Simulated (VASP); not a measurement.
# Co (P6_3/mmc) in VASP: further runs

One crystal, Co, is run at these levels: PBE+D3(BJ); tasks: relaxation of cell and atoms, electrostatic potential.

Program: VASP 6.6.1. These are calculated values, not measurements. Logs are shortened: lines on timing, memory, paths and dates and some standing lists are left out, and cuts for length are marked.

**1. The structure**

Symmetry: P6_3/mmc, No. 194, hexagonal system. Conventional cell: a = 2.460 Å, b = 2.460 Å, c = 3.970 Å, α = 90.00°, β = 90.00°, γ = 120.00°. Co (site symmetry -6m2) has 12 Co at 2.44 to 2.46 Å as nearest neighbours.

The cell was built by a generator and needn't be a form met in nature.

**2. Relaxation of cell and atoms, PBE+D3(BJ), collinear spin, ferromagnetic start**

INCAR reads:

```
  PREC = Accurate
  ENCUT = 600
  EDIFF = 1E-6
  ISMEAR = 1
  SIGMA = 0.1
  LREAL = False
  LASPH = True
  NELM = 120
  ALGO = Fast
  ISIF = 3
  LWAVE = False
  LCHARG = False
  ISPIN = 2
  MAGMOM = 1.8 1.8
  LORBIT = 11
  LMAXMIX = 4
  GGA = PE
  IVDW = 12
  IBRION = 2
  NSW = 40
  EDIFFG = -0.005
```

KPOINTS reads:

```
Automatic mesh
0
Gamma
  20 20 10
```

POSCAR reads:

```
Co
1.0
    2.4600000000      0.0000000000      0.0000000000
   -1.2300000000      2.1304224900      0.0000000000
    0.0000000000      0.0000000000      3.9700000000
Co
2
Direct
    0.3333333300      0.6666666700      0.2500000000
    0.6666666700      0.3333333300      0.7500000000
```

Potentials or basis: VASP PAW PBE potentials, release 64 (Co).

Command:

```sh
cat potpaw_PBE.64/Co/POTCAR > POTCAR
mpirun -np 1 vasp_std > vasp.out
```

OUTCAR:

```text
PREC = Accurate
   ENCUT = 600
   EDIFF = 1E-6
   ISMEAR = 1
   LREAL = False
   LASPH = True
   NELM = 120
   ISIF = 3
   ISPIN = 2
   LORBIT = 11
   GGA = PE
   IVDW = 12
   IBRION = 2
   NSW = 40
   EDIFFG = -0.005
 IVDW          = 12

 ion  position               nearest neighbor table
   1  0.333  0.667  0.250-   2 2.44   2 2.44   2 2.44   2 2.44   2 2.44   2 2.44
   2  0.667  0.333  0.750-   1 2.44   1 2.44   1 2.44   1 2.44   1 2.44   1 2.44

  LATTYP: Found a hexagonal cell.
 ALAT       =     2.4600000000
 C/A-ratio  =     1.6138211382

  Lattice vectors:

 A1 = (   2.4600000000,   0.0000000000,   0.0000000000)
 A2 = (  -1.2300000000,   2.1304224900,   0.0000000000)
 A3 = (   0.0000000000,   0.0000000000,   3.9700000000)

Analysis of symmetry for initial positions (statically):
=====================================================================
 Subroutine PRICEL returns:
 Original cell was already a primitive cell.

 Routine SETGRP: Setting up the symmetry group for a
 hexagonal supercell.

 Subroutine GETGRP returns: Found 24 space group operations
 (whereof 12 operations were pure point group operations)
 out of a pool of 24 trial point group operations.

The static configuration has the point symmetry D_3d.
 The point group associated with its full space group is D_6h.

Analysis of symmetry for dynamics (positions and initial velocities):
=====================================================================
 Subroutine PRICEL returns:
 Original cell was already a primitive cell.

 Routine SETGRP: Setting up the symmetry group for a
 hexagonal supercell.

 Subroutine GETGRP returns: Found 24 space group operations
 (whereof 12 operations were pure point group operations)
 out of a pool of 24 trial point group operations.

The dynamic configuration has the point symmetry D_3d.
 The point group associated with its full space group is D_6h.

Analysis of structural, dynamic, and magnetic symmetry:
=====================================================================
 Subroutine PRICEL returns:
 Original cell was already a primitive cell.

 Routine SETGRP: Setting up the symmetry group for a
 hexagonal supercell.

 Subroutine GETGRP returns: Found 24 space group operations
 (whereof 12 operations were pure point group operations)
 out of a pool of 24 trial point group operations.

The overall configuration has the point symmetry D_3d.
 The point group associated with its full space group is D_6h.

 Subroutine INISYM returns: Found 24 space group operations
 (whereof 12 operations are pure point group operations),
 and found     1 'primitive' translations

----------------------------------------------------------------------------------------

                                     Primitive cell

  volume of cell :      20.8061

  direct lattice vectors                    reciprocal lattice vectors
     2.460000000  0.000000000  0.000000000     0.406504065  0.234695232  0.000000000
    -1.230000000  2.130422490  0.000000000     0.000000000  0.469390463  0.000000000
     0.000000000  0.000000000  3.970000000     0.000000000  0.000000000  0.251889169

  length of vectors
     2.460000000  2.459999997  3.970000000     0.469390463  0.469390463  0.251889169

  position of ions in fractional coordinates (direct lattice)
     0.333333330  0.666666670  0.250000000
     0.666666670  0.333333330  0.750000000

  ion indices of the primitive-cell ions
   primitive index   ion index
                 1           1
                 2           2

----------------------------------------------------------------------------------------

 KPOINTS: Automatic mesh

Automatic generation of k-mesh.
 Grid dimensions read from file:
 generate k-points for:   20   20   10

 Generating k-lattice:

  Cartesian coordinates                     Fractional coordinates (reciprocal lattice)
     0.020325203  0.011734762  0.000000000     0.050000000  0.000000000  0.000000000
     0.000000000  0.023469523  0.000000000     0.000000000  0.050000000  0.000000000
     0.000000000  0.000000000  0.025188917     0.000000000  0.000000000  0.100000000

  Length of vectors
     0.023469523  0.023469523  0.025188917

  Shift w.r.t. Gamma in fractional coordinates (k-lattice)
     0.000000000  0.000000000  0.000000000

 Subroutine IBZKPT returns following result:
 ===========================================

 Found    264 irreducible k-points:

 Following reciprocal coordinates:
            Coordinates               Weight
  0.000000  0.000000  0.000000      1.000000
  0.050000 -0.000000  0.000000      6.000000
  0.100000  0.000000  0.000000      6.000000
  0.150000  0.000000  0.000000      6.000000
  0.200000  0.000000  0.000000      6.000000
  0.250000 -0.000000  0.000000      6.000000
[... 16 lines left out ...]
  0.200000  0.100000  0.000000     12.000000
  0.250000  0.100000  0.000000     12.000000
 [... further k-points ...]
   k-points           NKPTS =    264   k-points in BZ     NKDIM =    264   number of bands    NBANDS=     15
   number of dos      NEDOS =    301   number of ions     NIONS =      2
   total plane-waves  NPLWV =  12800
   dimension x,y,z NGX =    20 NGY =   20 NGZ =   32
   dimension x,y,z NGXF=    40 NGYF=   40 NGZF=   64
   ions per type =               2
   NGX,Y,Z   is equivalent  to a cutoff of  13.52, 13.52, 13.40 a.u.
   NGXF,Y,Z  is equivalent  to a cutoff of  27.03, 27.03, 26.80 a.u.
 SYSTEM =  unknown system
   PREC   = accura    normal or accurate (medium, high low for compatibility)
   ISTART =      0    job   : 0-new  1-cont  2-samecut
   ICHARG =      2    charge: 1-file 2-atom 10-const
   ISPIN  =      2    spin polarized calculation?
   LNONCOLLINEAR =      F non collinear calculations
   LSORBIT =      F    spin-orbit coupling
   LASPH  =      T    aspherical Exc in radial PAW
   ENCUT  =  600.0 eV  44.10 Ry    6.64 a.u.   4.91  4.91  7.93*2*pi/ulx,y,z
   NELM   =    120;   NELMIN=  2; NELMDL= -5     # of ELM steps
   EDIFF  = 0.1E-05   stopping-criterion for ELM
   LREAL  =      F    real-space projection
   EDIFFG = -.5E-02   stopping-criterion for IOM
   NSW    =     40    number of steps for IOM
   IBRION =      2    ionic relax: 0-MD 1-quasi-New 2-CG
   NFREE  =      1    steps in history (QN), initial steepest desc. (CG)
   ISIF   =      3    stress and relaxation
   ISYM   =      2    0-nonsym 1-usesym 2-fastsym
   POTIM  = 0.5000    time-step for ionic-motion
   TEBEG  =    0.0;   TEEND  =   0.0 temperature during run
   PSTRESS=    0.0 pullay stress
   NELECT =      18.0000    total number of electrons
   NUPDOWN=      -1.0000    fix difference up-down
   EMIN   =  10.00;   EMAX   =-10.00  energy-range for DOS
   EFERMI =   0.00;   METHOD = LEGACY
   ISMEAR =     1;   SIGMA  =   0.10  broadening in eV -4-tet -1-fermi 0-gaus
   EFERMI_NEDOS =   21; number of points for ismear=-14 and -15
   IALGO  =     68    algorithm
   IMIX   =      4    mixing-type and parameters
     AMIX     =   0.40;   BMIX     =  1.00
     AMIX_MAG =   1.60;   BMIX_MAG =  1.00
  volume/ion in A,a.u.               =      10.40        70.20
  Fermi-wavevector in a.u.,A,eV,Ry     =   1.559918  2.947818 33.107674  2.433345
  Thomas-Fermi vector in A             =   2.663206
   LORBIT       =     11    0 simple, 1 ext, 2 COOP (PROOUT), +10 PAW based schemes
   GGA     = PE    functional components
   LHFCALC =     F    Hartree Fock is set to
   AEXX    =    0.0000 exact exchange contribution
   IVDW    =    12    specifies the selected vdW correction
   LEPSILON=     F    determine dielectric tensor
   LRPA    =     F    only Hartree local field effects (RPA)
 conjugate gradient relaxation of ions
 spin polarized calculation
 RMM-DIIS sequential band-by-band and
 Methfessel and Paxton  Order N= 1 SIGMA  =   0.10
  energy-cutoff  :      600.00
  volume of cell :       20.81
 maximum number of plane-waves:       711
 NGX is ok and might be reduce to    20
   NGX =  9   NGY =  9   NGZ = 15

--------------------------------------- Ionic step        1  -------------------------------------------

 number of electron      18.0000000 magnetization       3.1544246

 Free energy of the ion-electron system (eV)
  ---------------------------------------------------
  ext. energy  EPLUGINS =         0.00000000
  ---------------------------------------------------
  free energy    TOTEN  =       -14.04858455 eV

  energy without entropy =      -14.04834086  energy(sigma->0) =      -14.04850332

------------------------ aborting loop because EDIFF is reached ----------------------------------------

 Edisp (eV)   -0.87080

 E8    (eV) :    -0.3823
[... 71 lines left out ...]
--------------------------------------- Ionic step        3  -------------------------------------------

 number of electron      17.9999997 magnetization       3.1623193

 Free energy of the ion-electron system (eV)
  ---------------------------------------------------
  ext. energy  EPLUGINS =         0.00000000
  ---------------------------------------------------
  free energy    TOTEN  =       -14.05795291 eV

  energy without entropy =      -14.05776237  energy(sigma->0) =      -14.05788940

 E-fermi :  10.7226     XC(G=0): -13.5986

 val. band max:       10.7153759200   @ k =   0.1000   0.0000   0.2000
 cond. band min:      10.7239381417   @ k =   0.2000   0.2000   0.4000
 fundamental gap:      0.0085622217
 Fermi energy:        10.7226274207

 spin component 1

 k-point     1 :       0.0000    0.0000    0.0000
  band No.  band energies     occupation
      1       1.6295      1.00000
      2       5.4496      1.00000
      3       8.0874      1.00000
      4       8.1009      1.00000
      5       8.1009      1.00000
      6       8.4330      1.00000
      7       8.4330      1.00000
      8       8.7864      1.00000
      9       8.7864      1.00000
     10       9.9514      1.00000
     11       9.9514      1.00000
     12      10.6655      0.90656
     13      17.4180      0.00000
     14      32.9595      0.00000
[... 403 lines left out ...]
      4       7.2250      1.00000
      5       8.0152      1.00000
      6       8.1880      1.00000
      7       8.5002      1.00000
      8       9.1524      1.00000
      9       9.5235      1.00000
     10       9.9443      1.00000
     11      10.1081      1.00000
     12      16.8033      0.00000
     13      18.1933      0.00000
     14      21.8148      0.00000
     15      25.5437      0.00000

 [... further k-points ...]

 spin component 2

 k-point     1 :       0.0000    0.0000    0.0000
  band No.  band energies     occupation
      1       1.6271      1.00000
      2       6.3801      1.00000
      3       9.6959      1.00000
      4       9.7098      1.00000
      5       9.7098      1.00000
      6      10.0967      1.00000
      7      10.0967      1.00000
      8      10.5223      1.00792
      9      10.5223      1.00792
     10      10.6058      1.03493
     11      11.8057     -0.00000
     12      11.8057     -0.00000
     13      18.4209      0.00000
     14      32.6871      0.00000
[... 448 lines left out ...]
  FREE ENERGIE OF THE ION-ELECTRON SYSTEM (eV)
  ---------------------------------------------------
  free  energy   TOTEN  =       -14.9206589644 eV

  energy  without entropy=      -14.9204684212  energy(sigma->0) =      -14.92059545

 reached required accuracy - stopping structural energy minimisation

 total charge

# of ion       s       p       d       tot
------------------------------------------
    1        0.502   0.550   7.287   8.340
    2        0.502   0.550   7.287   8.340
--------------------------------------------------
tot          1.005   1.100  14.574  16.679

 magnetization (x)

# of ion       s       p       d       tot
------------------------------------------
    1       -0.015  -0.055   1.666   1.595
    2       -0.015  -0.055   1.666   1.595
--------------------------------------------------
tot         -0.031  -0.111   3.332   3.190
```

It took 3.8 min on 1 thread of Intel Xeon Platinum 8488C (Sapphire Rapids), shared host; peak memory 0.28 GiB.

Results:

```yaml
Free_energy: -14.9207 eV
Relaxed_volume: 10.50 Å³/atom
Relaxed_cell: a = 2.467 Å, b = 2.467 Å, c = 3.982 Å, α = 90.00°, β = 90.00°, γ = 120.00°
Space_group_after_relaxing_to_0.05_Å: P6_3/mmc (No. 194)
Energy_gained_by_relaxing: 0.6 meV/atom
Ionic_steps: 3
Pressure_after_relaxing: 0.0 GPa
Band_gap_on_the_k_mesh: none (metal or under the smearing width)
Net_moment: 3.16 μB per cell
Site_moments: Co +1.59 μB
Valence_electrons_inside_the_program's_atomic_spheres: Co 8.34
Dispersion_energy_per_atom: -0.431 eV
```

The path:
```
step  energy change (eV)  largest force (eV/Å)  pressure (GPa)  volume (Å³)
   1              0.0000                0.0000            2.20        20.81
   2              0.0008                0.0000           -2.67        21.24
   3             -0.0013                0.0000           -0.01        21.00
```

Final structure:
```yaml
crystal:
  lattice:
    - [2.46747, 0.00000, 0.00000]
    - [-1.23373, 2.13689, 0.00000]
    - [0.00000, 0.00000, 3.98187]
  atoms:
    - { symbol: Co, position: [0.33333, 0.66667, 0.25000] }
    - { symbol: Co, position: [0.66667, 0.33333, 0.75000] }
```

Caveat: pairwise dispersion overbinds metals, which lowers pressure and volume.

**3. Electrostatic potential, PBE+D3(BJ), collinear spin, ferromagnetic start**

This run uses another cell than the first one, of 10.50 Å³/atom, 1.009 times its volume.

INCAR reads:

```
SYSTEM = Co
ALGO     = Fast           ! electronic algorithm
EDIFF    = 1E-6           ! SCF threshold, eV
ENCUT    = 520            ! plane-wave cutoff, eV
GGA      = PE             ! functional
ISIF     = 2              ! what is computed and relaxed
ISMEAR   = 1              ! smearing method
ISPIN    = 2              ! spin polarisation
IVDW     = 12             ! dispersion correction
LASPH    = .TRUE.         ! aspherical terms in the spheres
LCHARG   = .TRUE.         ! write CHGCAR
LMAXMIX  = 4              ! l up to which the mixer works
LORBIT   = 11             ! projections on sites
LREAL    = .FALSE.        ! projectors in reciprocal space
LVHAR    = .TRUE.       
LWAVE    = .FALSE.        ! write WAVECAR
MAGMOM   = 1.8 1.8        ! initial moments
NELM     = 120            ! most SCF steps
PREC     = Accurate       ! precision mode
SIGMA    = 0.1            ! smearing width, eV
```

KPOINTS reads:

```
k-points
0
G
  20 20 10
  0 0 0
```

POSCAR reads:

```
Co                                      
1.0
    2.4674661451      0.0000000000      0.0000000000
   -1.2337330726      2.1368883613      0.0000000000
    0.0000000000      0.0000000000      3.9818721862
  Co            
     2
Direct
     0.3333333300000021    0.6666666699999979    0.2500000000000000
     0.6666666699999979    0.3333333300000021    0.7500000000000000
```

Potentials or basis: VASP PAW PBE potentials, release 64 (Co).

Command:

```sh
cat potpaw_PBE.64/Co/POTCAR > POTCAR
mpirun -np 1 vasp_std > vasp.out
```

It took 95 s on 1 thread of Intel Xeon Platinum 8488C (Sapphire Rapids), shared host; peak memory 0.24 GiB.

Results (log left out):

- Free energy: -14.9214 eV
- Pressure: 0.1 GPa
- Band gap on the k mesh: none (metal or under the smearing width)
- Net moment: 3.16 μB per cell
- Site moments: Co +1.59 μB
- Valence electrons inside the program's atomic spheres: Co 8.34
- Dispersion energy per atom: -0.431 eV

Levels at points of the mesh, in eV from the Fermi level:
Spin up:
| k point | band 7 | band 8 | band 9 | band 10 | band 11 | band 12 | band 13 | band 14 | band 15 |
| --- | --- | --- | --- | --- | --- | --- | --- | --- | --- |
| (0.00, 0.00, 0.00) | -2.29 | -1.94 | -1.94 | -0.77 | -0.77 | -0.06 | 6.70 | 22.24 | 25.35 |
| (0.50, 0.00, 0.00) | -2.19 | -0.64 | -0.53 | -0.48 | 1.40 | 3.49 | 9.98 | 10.67 | 13.07 |
| (0.00, 0.00, 0.50) | -2.70 | -2.70 | -1.10 | -1.10 | -1.10 | -1.10 | 15.47 | 15.47 | 22.99 |
| (0.50, 0.00, 0.50) | -1.03 | -1.03 | -0.54 | -0.54 | 1.67 | 1.67 | 7.57 | 7.57 | 18.77 |
Spin down:
```
           k point  band 4  band 5  band 6  band 7  band 8  band 9  band 10  band 11
(0.00, 0.00, 0.00)   -1.01   -1.01   -0.63   -0.63   -0.20   -0.20    -0.12     1.08
(0.50, 0.00, 0.00)   -1.92   -1.19   -1.08   -0.64    1.22    1.36     1.39     2.63
(0.00, 0.00, 0.50)   -1.60   -1.08   -1.08   -1.08   -1.08    0.73     0.73     0.73
(0.50, 0.00, 0.50)   -2.48   -0.08   -0.08    0.25    0.25    1.32     1.32     2.29
```

Caveat: pairwise dispersion overbinds metals, which lowers pressure and volume.
